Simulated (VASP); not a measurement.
# CuAu (P4/mmm) in VASP: a series of runs

Aim: see how the results for CuAu move with the level of theory and the settings. Levels: PBEsol, r2SCAN. Tasks: single point.

Everything below comes from runs of VASP 6.6.1. Logs are shortened: lines on timing, memory, paths and dates and some standing lists are left out, and cuts for length are marked.

**1. The crystal as given**

Symmetry: P4/mmm, No. 123, tetragonal system. Conventional cell: a = 2.833 Å, b = 2.833 Å, c = 3.547 Å, α = 90.00°, β = 90.00°, γ = 90.00°. Cu (site symmetry 4/mmm) is surrounded by 8 Au at 2.68 Å and 4 Cu at 2.83 Å. Au (site symmetry 4/mmm) has 8 Cu at 2.68 Å and 4 Au at 2.83 Å as nearest neighbours.

The cell comes from a database or a generator and needn't be the stable form of this composition.

**2. Single point, PBEsol**

Input file INCAR:

```
SYSTEM = CuAu
PREC = Accurate
ENCUT = 900
EDIFF = 1E-6
ISMEAR = 0
SIGMA = 0.1
LREAL = .FALSE.
LASPH = .TRUE.
NELM = 100
ALGO = Fast
ISIF = 2
LWAVE = .FALSE.
LCHARG = .FALSE.
GGA = PS
NBANDS = 18
```

Input file KPOINTS:

```
regular mesh
0
G
  14 14 12
  0 0 0
```

Input file POSCAR:

```
CuAu
1.0
    2.8325200000      0.0000000000      0.0000000000
    0.0000000000      2.8325200000      0.0000000000
    0.0000000000      0.0000000000      3.5471100000
Cu Au
1 1
Direct
    0.5000000000      0.5000000000      0.5000000000
    0.0000000000      0.0000000000      1.0000000000
```

Potentials or basis: VASP PAW PBE potentials, release 64 (Cu, Au).

Command:

```bash
$ cat potpaw_PBE.64/Cu/POTCAR potpaw_PBE.64/Au/POTCAR > POTCAR
$ mpirun -np 1 vasp_std > vasp.out
```

OUTCAR:

```text
SYSTEM = CuAu
   PREC = Accurate
   ENCUT = 900
   EDIFF = 1E-6
   ISMEAR = 0
   LREAL = .FALSE.
   LASPH = .TRUE.
   NELM = 100
   ISIF = 2
   GGA = PS

 ion  position               nearest neighbor table
   1  0.500  0.500  0.500-   2 2.68   2 2.68   2 2.68   2 2.68   2 2.68   2 2.68   2 2.68   2 2.68

   2  0.000  0.000  0.000-   1 2.68   1 2.68   1 2.68   1 2.68   1 2.68   1 2.68   1 2.68   1 2.68

  LATTYP: Found a simple tetragonal cell.
 ALAT       =     2.8325200000
 C/A-ratio  =     1.2522806547

  Lattice vectors:

 A1 = (   2.8325200000,   0.0000000000,   0.0000000000)
 A2 = (   0.0000000000,   2.8325200000,   0.0000000000)
 A3 = (   0.0000000000,   0.0000000000,   3.5471100000)

Analysis of symmetry for initial positions (statically):
=====================================================================
 Subroutine PRICEL returns:
 Original cell was already a primitive cell.

 Routine SETGRP: Setting up the symmetry group for a
 simple tetragonal supercell.

 Subroutine GETGRP returns: Found 16 space group operations
 (whereof 16 operations were pure point group operations)
 out of a pool of 16 trial point group operations.

The static configuration has the point symmetry D_4h.

Analysis of symmetry for dynamics (positions and initial velocities):
=====================================================================
 Subroutine PRICEL returns:
 Original cell was already a primitive cell.

 Routine SETGRP: Setting up the symmetry group for a
 simple tetragonal supercell.

 Subroutine GETGRP returns: Found 16 space group operations
 (whereof 16 operations were pure point group operations)
 out of a pool of 16 trial point group operations.

The dynamic configuration has the point symmetry D_4h.

 Subroutine INISYM returns: Found 16 space group operations
 (whereof 16 operations are pure point group operations),
 and found     1 'primitive' translations

----------------------------------------------------------------------------------------

                                     Primitive cell

  volume of cell :      28.4591

  direct lattice vectors                    reciprocal lattice vectors
     2.832520000  0.000000000  0.000000000     0.353042520  0.000000000  0.000000000
     0.000000000  2.832520000  0.000000000     0.000000000  0.353042520  0.000000000
     0.000000000  0.000000000  3.547110000     0.000000000  0.000000000  0.281919647

  length of vectors
     2.832520000  2.832520000  3.547110000     0.353042520  0.353042520  0.281919647

  position of ions in fractional coordinates (direct lattice)
     0.500000000  0.500000000  0.500000000
     0.000000000  0.000000000  0.000000000

  ion indices of the primitive-cell ions
   primitive index   ion index
                 1           1
                 2           2

----------------------------------------------------------------------------------------

 KPOINTS: regular mesh

Automatic generation of k-mesh.
 Grid dimensions read from file:
 generate k-points for:   14   14   12

 Generating k-lattice:

  Cartesian coordinates                     Fractional coordinates (reciprocal lattice)
     0.025217323  0.000000000  0.000000000     0.071428571  0.000000000  0.000000000
     0.000000000  0.025217323  0.000000000     0.000000000  0.071428571  0.000000000
     0.000000000  0.000000000  0.023493304     0.000000000  0.000000000  0.083333333

  Length of vectors
     0.025217323  0.025217323  0.023493304

  Shift w.r.t. Gamma in fractional coordinates (k-lattice)
     0.000000000  0.000000000  0.000000000

 Subroutine IBZKPT returns following result:
 ===========================================

 Found    252 irreducible k-points:

 Following reciprocal coordinates:
            Coordinates               Weight
  0.000000  0.000000  0.000000      1.000000
  0.071429  0.000000  0.000000      4.000000
  0.142857  0.000000  0.000000      4.000000
  0.214286  0.000000  0.000000      4.000000
  0.285714  0.000000  0.000000      4.000000
  0.357143  0.000000  0.000000      4.000000
[... 16 lines left out ...]
  0.285714  0.214286  0.000000      8.000000
  0.357143  0.214286  0.000000      8.000000
 [... further k-points ...]
   k-points           NKPTS =    252   k-points in BZ     NKDIM =    252   number of bands    NBANDS=     18
   number of dos      NEDOS =    301   number of ions     NIONS =      2
   total plane-waves  NPLWV =  28224
   dimension x,y,z NGX =    28 NGY =   28 NGZ =   36
   dimension x,y,z NGXF=    56 NGYF=   56 NGZF=   72
   ions per type =               1   1
   NGX,Y,Z   is equivalent  to a cutoff of  16.43, 16.43, 16.87 a.u.
   NGXF,Y,Z  is equivalent  to a cutoff of  32.87, 32.87, 33.74 a.u.
 SYSTEM =  CuAu
   PREC   = accura    normal or accurate (medium, high low for compatibility)
   ISTART =      0    job   : 0-new  1-cont  2-samecut
   ICHARG =      2    charge: 1-file 2-atom 10-const
   ISPIN  =      1    spin polarized calculation?
   LNONCOLLINEAR =      F non collinear calculations
   LSORBIT =      F    spin-orbit coupling
   LASPH  =      T    aspherical Exc in radial PAW
   ENCUT  =  900.0 eV  66.15 Ry    8.13 a.u.   6.93  6.93  8.68*2*pi/ulx,y,z
   NELM   =    100;   NELMIN=  2; NELMDL= -5     # of ELM steps
   EDIFF  = 0.1E-05   stopping-criterion for ELM
   LREAL  =      F    real-space projection
   EDIFFG = 0.1E-04   stopping-criterion for IOM
   NSW    =      0    number of steps for IOM
   IBRION =     -1    ionic relax: 0-MD 1-quasi-New 2-CG
   NFREE  =      0    steps in history (QN), initial steepest desc. (CG)
   ISIF   =      2    stress and relaxation
   ISYM   =      2    0-nonsym 1-usesym 2-fastsym
   POTIM  = 0.5000    time-step for ionic-motion
   TEBEG  =    0.0;   TEEND  =   0.0 temperature during run
   PSTRESS=    0.0 pullay stress
   NELECT =      22.0000    total number of electrons
   NUPDOWN=      -1.0000    fix difference up-down
   EMIN   =  10.00;   EMAX   =-10.00  energy-range for DOS
   EFERMI =   0.00;   METHOD = LEGACY
   ISMEAR =     0;   SIGMA  =   0.10  broadening in eV -4-tet -1-fermi 0-gaus
   EFERMI_NEDOS =   21; number of points for ismear=-14 and -15
   IALGO  =     68    algorithm
   IMIX   =      4    mixing-type and parameters
     AMIX     =   0.40;   BMIX     =  1.00
     AMIX_MAG =   1.60;   BMIX_MAG =  1.00
  volume/ion in A,a.u.               =      14.23        96.03
  Fermi-wavevector in a.u.,A,eV,Ry     =   1.502481  2.839276 30.714441  2.257448
  Thomas-Fermi vector in A             =   2.613716
   LORBIT       =      0    0 simple, 1 ext, 2 COOP (PROOUT), +10 PAW based schemes
   GGA     = PS    functional components
   LHFCALC =     F    Hartree Fock is set to
   AEXX    =    0.0000 exact exchange contribution
   IVDW    =     0    specifies the selected vdW correction
   LEPSILON=     F    determine dielectric tensor
   LRPA    =     F    only Hartree local field effects (RPA)
 non-spin polarized calculation
 RMM-DIIS sequential band-by-band and
 Gauss-broadening in eV      SIGMA  =   0.10
  energy-cutoff  :      900.00
  volume of cell :       28.46
 maximum number of plane-waves:      1764
 NGX is ok and might be reduce to    28
   NGX = 13   NGY = 13   NGZ = 17

 number of electron      21.9999996 magnetization

 Free energy of the ion-electron system (eV)
  ---------------------------------------------------
  ext. energy  EPLUGINS =         0.00000000
  ---------------------------------------------------
  free energy    TOTEN  =        -8.36154251 eV

  energy without entropy =       -8.35942271  energy(sigma->0) =       -8.36048261

 E-fermi :   8.8725     XC(G=0): -12.9696

 val. band max:        8.8618383445   @ k =   0.3571   0.1429   0.5000
 cond. band min:       8.8952452494   @ k =   0.5000   0.1429   0.2500
 fundamental gap:      0.0334069049
 Fermi energy:         8.8725374940

 k-point     1 :       0.0000    0.0000    0.0000
  band No.  band energies     occupation
      1      -1.1435      2.00000
      2       2.1974      2.00000
      3       2.3194      2.00000
      4       4.6848      2.00000
      5       4.6848      2.00000
      6       5.6755      2.00000
[... 10 lines left out ...]
     17      25.3970      0.00000
     18      26.5004      0.00000

 k-point     2 :       0.0714    0.0000    0.0000
  band No.  band energies     occupation
      1      -1.0261      2.00000
      2       2.2565      2.00000
      3       2.3837      2.00000
      4       4.6242      2.00000
      5       4.7138      2.00000
      6       5.6301      2.00000
[... 10 lines left out ...]
     17      26.2878      0.00000
     18      26.5638      0.00000

 k-point     3 :       0.1429    0.0000    0.0000
  band No.  band energies     occupation
      1      -0.6842      2.00000
      2       2.3893      2.00000
      3       2.6086      2.00000
      4       4.4494      2.00000
      5       4.7987      2.00000
      6       5.4995      2.00000
[... 10 lines left out ...]
     17      26.5989      0.00000
     18      28.4112      0.00000

 k-point     4 :       0.2143    0.0000    0.0000
  band No.  band energies     occupation
      1      -0.1498      2.00000
      2       2.5657      2.00000
      3       2.9826      2.00000
      4       4.1885      2.00000
      5       4.9328      2.00000
      6       5.3035      2.00000
[... 375 lines left out ...]
      4       3.9728      2.00000
      5       4.3901      2.00000
      6       4.7940      2.00000
[... 10 lines left out ...]
     17      26.1910      0.00000
     18      26.2340      0.00000

 k-point    23 :       0.2857    0.2143    0.0000
  band No.  band energies     occupation
      1       1.3653      2.00000
      2       3.2008      2.00000
      3       3.6948      2.00000
      4       3.7318      2.00000
      5       4.2101      2.00000
      6       4.7637      2.00000
[... 10 lines left out ...]
     17      24.7493      0.00000
     18      24.8000      0.00000

 k-point    24 :       0.3571    0.2143    0.0000
  band No.  band energies     occupation
      1       1.9367      2.00000
      2       3.1901      2.00000
      3       3.4709      2.00000
      4       3.8245      2.00000
      5       4.1157      2.00000
      6       5.1508      2.00000
[... 10 lines left out ...]
     17      23.2595      0.00000
     18      23.6370      0.00000

 [... further k-points ...]

------------------------ aborting loop because EDIFF is reached ----------------------------------------

  FORCE on cell =-STRESS in cart. coord.  units (eV):
  Direction    XX          YY          ZZ          XY          YZ          ZX
  --------------------------------------------------------------------------------------
  -------------------------------------------------------------------------------------
  Total        0.0097795      0.0097795      0.0022498      0.0000000     -0.0000000      0.0000000
  in kB        0.5505602      0.5505602      0.1266603      0.0000000     -0.0000000      0.0000000
  external PRESSURE =       0.4092602 kB  Pullay stress =       0.0000000 kB

 VOLUME and BASIS-vectors are now :
 -----------------------------------------------------------------------------
  energy-cutoff  :      900.00
  volume of cell :       28.46
      direct lattice vectors                 reciprocal lattice vectors
     2.832520000  0.000000000  0.000000000     0.353042520  0.000000000  0.000000000
     0.000000000  2.832520000  0.000000000     0.000000000  0.353042520  0.000000000
     0.000000000  0.000000000  3.547110000     0.000000000  0.000000000  0.281919647

 POSITION                                       TOTAL-FORCE (eV/Angst)
 -----------------------------------------------------------------------------------
      1.41626      1.41626      1.77355         0.000000      0.000000      0.000000
      0.00000      0.00000      0.00000         0.000000      0.000000      0.000000
 -----------------------------------------------------------------------------------
    total drift:                                0.000000      0.000000      0.000000

  FREE ENERGIE OF THE ION-ELECTRON SYSTEM (eV)
  ---------------------------------------------------
  free  energy   TOTEN  =        -8.3615425103 eV

  energy  without entropy=       -8.3594227130  energy(sigma->0) =       -8.36048261
```

It took 2.1 min on 1 thread of Intel Xeon 6975P-C (Granite Rapids), shared host; peak memory 0.42 GiB.

Results:

| Item | Value |
| --- | --- |
| Free energy | -8.3615 eV |
| Pressure | 0.0 GPa |
| Band gap on the k mesh | none (metal or under the smearing width) |

Caveat: the PAW data sets were made with another functional, which shifts forces and pressure a little.

**3. Single point, r2SCAN**

Input file INCAR:

```
SYSTEM = CuAu
PREC = Accurate
ENCUT = 520
EDIFF = 1E-6
ISMEAR = 0
SIGMA = 0.1
LREAL = .FALSE.
LASPH = .TRUE.
NELM = 100
ALGO = Normal
ISIF = 2
LWAVE = .FALSE.
LCHARG = .FALSE.
METAGGA = R2SCAN
LMIXTAU = .TRUE.
NBANDS = 18
```

KPOINTS is that of step 2.

POSCAR is that of step 2.

Potentials or basis: VASP PAW PBE potentials, release 64 (Cu, Au).

Command:

```bash
$ cat potpaw_PBE.64/Cu/POTCAR potpaw_PBE.64/Au/POTCAR > POTCAR
$ mpirun -np 1 vasp_std > vasp.out
```

OUTCAR:

```text
SYSTEM = CuAu
   PREC = Accurate
   ENCUT = 520
   EDIFF = 1E-6
   ISMEAR = 0
   LREAL = .FALSE.
   LASPH = .TRUE.
   NELM = 100
   ISIF = 2
   METAGGA = R2SCAN

 ion  position               nearest neighbor table
   1  0.500  0.500  0.500-   2 2.68   2 2.68   2 2.68   2 2.68   2 2.68   2 2.68   2 2.68   2 2.68

   2  0.000  0.000  0.000-   1 2.68   1 2.68   1 2.68   1 2.68   1 2.68   1 2.68   1 2.68   1 2.68

  LATTYP: Found a simple tetragonal cell.
 ALAT       =     2.8325200000
 C/A-ratio  =     1.2522806547

  Lattice vectors:

 A1 = (   2.8325200000,   0.0000000000,   0.0000000000)
 A2 = (   0.0000000000,   2.8325200000,   0.0000000000)
 A3 = (   0.0000000000,   0.0000000000,   3.5471100000)

Analysis of symmetry for initial positions (statically):
=====================================================================
 Subroutine PRICEL returns:
 Original cell was already a primitive cell.

 Routine SETGRP: Setting up the symmetry group for a
 simple tetragonal supercell.

 Subroutine GETGRP returns: Found 16 space group operations
 (whereof 16 operations were pure point group operations)
 out of a pool of 16 trial point group operations.

[... 163 lines left out ...]

 E-fermi :   8.9365     XC(G=0): -13.7620

 val. band max:        8.9314043742   @ k =   0.5000   0.1429   0.2500
 cond. band min:       8.9753681976   @ k =   0.1429   0.1429   0.3333
 fundamental gap:      0.0439638234
 Fermi energy:         8.9364824262

 k-point     1 :       0.0000    0.0000    0.0000
  band No.  band energies     occupation
      1      -1.3423      2.00000
      2       1.9219      2.00000
      3       2.0736      2.00000
      4       4.4981      2.00000
      5       4.4981      2.00000
      6       5.4908      2.00000
[... 481 lines left out ...]
      5       3.9079      2.00000
      6       5.0241      2.00000
[... 10 lines left out ...]
     17      23.9839      0.00000
     18      24.3657      0.00000

 [... further k-points ...]

------------------------ aborting loop because EDIFF is reached ----------------------------------------

  FORCE on cell =-STRESS in cart. coord.  units (eV):
  Direction    XX          YY          ZZ          XY          YZ          ZX
  --------------------------------------------------------------------------------------
  -------------------------------------------------------------------------------------
  Total        0.7431878      0.7431878      0.6123443      0.0000000     -0.0000000      0.0000000
  in kB       41.8396979     41.8396979     34.4735198      0.0000000     -0.0000000      0.0000000
  external PRESSURE =      39.3843052 kB  Pullay stress =       0.0000000 kB

 VOLUME and BASIS-vectors are now :
 -----------------------------------------------------------------------------
  energy-cutoff  :      520.00
  volume of cell :       28.46
      direct lattice vectors                 reciprocal lattice vectors
     2.832520000  0.000000000  0.000000000     0.353042520  0.000000000  0.000000000
     0.000000000  2.832520000  0.000000000     0.000000000  0.353042520  0.000000000
     0.000000000  0.000000000  3.547110000     0.000000000  0.000000000  0.281919647

 POSITION                                       TOTAL-FORCE (eV/Angst)
 -----------------------------------------------------------------------------------
      1.41626      1.41626      1.77355         0.000000      0.000000      0.000000
      0.00000      0.00000      0.00000         0.000000      0.000000      0.000000
 -----------------------------------------------------------------------------------
    total drift:                                0.000000      0.000000     -0.000000

  FREE ENERGIE OF THE ION-ELECTRON SYSTEM (eV)
  ---------------------------------------------------
  free  energy   TOTEN  =       -61.5415481247 eV

  energy  without entropy=      -61.5395971889  energy(sigma->0) =      -61.54057266
```

OSZICAR:

```text
N       E                     dE             d eps       ncg     rms          rms(c)
DAV:   1     0.751535531918E+02    0.75154E+02   -0.11235E+04  9746   0.179E+03
DAV:   2    -0.620669188814E+02   -0.13722E+03   -0.12889E+03  9154   0.309E+02
DAV:   3    -0.677453627884E+02   -0.56784E+01   -0.55613E+01 10618   0.732E+01
DAV:   4    -0.678297254677E+02   -0.84363E-01   -0.84294E-01 11240   0.737E+00
DAV:   5    -0.678321600069E+02   -0.24345E-02   -0.24344E-02 11814   0.128E+00    0.123E+01
DAV:   6    -0.620360599526E+02    0.57961E+01   -0.11575E+01 10006   0.839E+01    0.677E+00
DAV:   7    -0.615687714661E+02    0.46729E+00   -0.33538E+00 10314   0.779E+01    0.594E+00
DAV:   8    -0.615339952431E+02    0.34776E-01   -0.16987E-01 13834   0.102E+01    0.308E+00
DAV:   9    -0.615374165854E+02   -0.34213E-02   -0.38194E-02 11100   0.303E+00    0.467E-01
DAV:  10    -0.615378998098E+02   -0.48322E-03   -0.13040E-02 11232   0.145E+00    0.104E-01
DAV:  11    -0.615410162756E+02   -0.31165E-02   -0.49104E-03  9390   0.935E-01    0.743E-02
DAV:  12    -0.615415544364E+02   -0.53816E-03   -0.41255E-04 12288   0.286E-01    0.547E-02
DAV:  13    -0.615415242063E+02    0.30230E-04   -0.13693E-04 12296   0.230E-01    0.887E-03
DAV:  14    -0.615415472319E+02   -0.23026E-04   -0.14673E-05  9562   0.484E-02    0.212E-03
DAV:  15    -0.615415481247E+02   -0.89286E-06   -0.42657E-07  5822   0.770E-03
   1 F= -.61541548E+02 E0= -.61540573E+02  d E =-.195094E-02
```

It took 2.7 min on 1 thread of Intel Xeon 6975P-C (Granite Rapids), shared host; peak memory 0.26 GiB.

What came out:

```yaml
Free_energy: -61.5415 eV
Pressure: 3.9 GPa
Band_gap_on_the_k_mesh: none (metal or under the smearing width)
```

Stress tensor (GPa, compression positive):
```
4.18 0.00 0.00
0.00 4.18 0.00
0.00 0.00 3.45
```

Levels at points of the mesh, in eV from the Fermi level:
```
           k point  band 7  band 8  band 9  band 10  band 11  band 12  band 13  band 14  band 15  band 16
(0.00, 0.00, 0.00)   -2.95   -2.30   -1.86    -1.62    -1.62     2.92     9.54    10.03    10.03    17.12
(0.50, 0.00, 0.00)   -3.21   -3.20   -2.65    -2.41    -1.09    -0.42    10.47    10.60    12.52    12.84
(0.50, 0.50, 0.00)   -1.94   -1.89   -1.47    -1.47     0.42     0.42     5.02     7.19    11.18    12.66
(0.00, 0.00, 0.50)   -3.44   -3.12   -2.57    -2.57    -2.45    -2.22    14.65    15.07    15.07    15.92
(0.50, 0.00, 0.50)   -2.13   -1.98   -1.70    -1.65    -1.07    -1.04     2.77     4.97    16.44    16.64
(0.50, 0.50, 0.50)   -3.38   -2.33   -1.97    -1.89     5.71     5.75     5.75     6.24     6.99     7.65
```

Caveat: the PAW data sets were made with another functional, which shifts forces and pressure a little.
